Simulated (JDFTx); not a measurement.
Crystal: TiTe.

```xyz
2
Lattice="0.0000 3.3106 3.3106 3.3106 0.0000 3.3106 3.3106 3.3106 0.0000" Properties=species:S:1:pos:R:3 pbc="T T T"
Ti    0.0000    0.0000    0.0000
Te    1.6553    1.6553    1.6553
```

The cell comes from a database or a generator and needn't be the stable form of this composition.

```yaml
Program: JDFTx 1.7.0 (patched build)
Task: relaxation of cell and atoms
Functional: PBE
Potentials_or_basis: PseudoDojo-SR-PBE-0.5-standard (Ti) + PseudoDojo-SR-PBE-0.4.1-standard (Te) with smoothed tails
Cutoff: 1143 eV
Density_cutoff: 9143 eV
k_mesh: 4 × 4 × 4
Occupations: fermi-dirac, width 0.05 eV
Spin: no spin polarisation
```

At the start: pressure -6.2 GPa; volume 36.28 Å³/atom.

How do energy, volume and symmetry change on relaxing?

Over 7 steps the energy falls by 126.8 meV/atom and the volume is 30.62 Å³/atom (-15.6 %); space group F-43m (No. 216, to 0.05 Å).

Step by step:
```tsv
step	energy change (eV)	largest force (eV/Å)	pressure (GPa)	volume (Å³)
1	0.0000	0.0000	-6.15	72.57
2	-0.0886	0.0000	-5.29	70.09
3	-0.2400	0.0000	2.06	59.07
4	-0.2534	0.0000	-0.19	61.47
5	-0.2535	0.0000	-0.01	61.26
6	-0.2535	0.0000	0.00	61.25
7	-0.2535	0.0000	0.00	61.25
```

Final structure:
```xyz
2
Lattice="0.0000 3.1286 3.1286 3.1286 0.0000 3.1286 3.1286 3.1286 0.0000" Properties=species:S:1:pos:R:3 pbc="T T T"
Ti    0.0000    0.0000    0.0000
Te    1.5643    1.5643    1.5643
```

Caveat: the k mesh is coarse (spacing up to 0.41 Å⁻¹), so the values aren't converged; the volume moved by over 15 % at a fixed basis, so the end points are rough; the plane waves are those of the starting cell, so after so large a change of volume the result is rough.
